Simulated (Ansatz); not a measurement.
Here is an Ansatz 0.2.0 calculation.

Contents of input.yaml:

```yaml
crystal:
  lattice:
    - [1.147050505, -2.46702512, 0.0]
    - [1.147050505, 2.46702512, 0.0]
    - [0.0, 0.0, 4.06431074]
  atoms:
    - { symbol: Cr, position: [0.87053258, 0.12946742, 0.25] }
    - { symbol: Cr, position: [0.12946742, 0.87053258, 0.75] }
kpoints:
  mp_grid: { grid: [13, 13, 7] }
scf:
  occupations: { method: methfessel_paxton, width: 0.1 }
hamiltonian:
  xc: pbesol
  pseudopotentials: { kind: all_electron, lapw: { basis_error: 0.001 } }
  hubbard:
    sites: [{ species: Cr, l: d, u_eff: 7 }]
    double_counting: fll
    projectors: ortho-atomic
magnetization:
  spin_polarized: true
output:
  forces: true
  stress: true
  eigenvalues: true
  dos: { projected: false, de: 0.2, e_range: [-10, 8] }
  hubbard: {}
```

Potentials or basis: all-electron LAPW, scalar-relativistic.

Launch:

```bash
$ ansatz run input.yaml --threads 2 --pin off --max-ram 6144MiB --backend cpu --events-out ev --progress --plain --runs-dir out
```

(1) Estimate the net moment.

(2) Estimate the band gap on the k mesh.

(3) Predict the pressure.

## Answers

(1) 9.27 μB per cell.

(2) none (metal or under the smearing width).

(3) 142.5 GPa.

Caveat: the magnetic state may not be the lowest; a pressure of tens of GPa on the cell as given is suspect, and the run, the potentials or the cell itself is likely at fault; the U is typed as a test and isn't derived for this compound.
